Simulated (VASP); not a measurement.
A run of VASP 6.6.1 is set up as follows.

Contents of INCAR:

```
SYSTEM = K
ALGO = Fast ; EDIFF = 1E-7
ENCUT = 520 ; GGA = PE
ISIF = 2 ; ISMEAR = -1
LASPH = .True. ; LCHARG = .False.
LREAL = .False. ; LWAVE = .False.
NBANDS = 10 ; NELM = 100
PREC = Accurate ; SIGMA = 0.0349
```

The input KPOINTS:

```
k-points
0
Gamma
  11 11 11
  0 0 0
```

The input POSCAR:

```
K
1.0
    0.0000000000      2.7041490000      2.7041490000
    2.7041490000      0.0000000000      2.7041490000
    2.7041490000      2.7041490000      0.0000000000
K
1
Direct
    0.0000000000      0.0000000000      0.0000000000
```

Potentials or basis: VASP PAW PBE potentials, release 64 (K_sv).

Run with:

```console
$ cat potpaw_PBE.64/K_sv/POTCAR > POTCAR
$ mpirun -np 1 vasp_std > vasp.out
```

Q: What does it give for the pressure?

A: 7.0 GPa.

Q: Predict the band gap on the k mesh.

A: None (metal or under the smearing width).
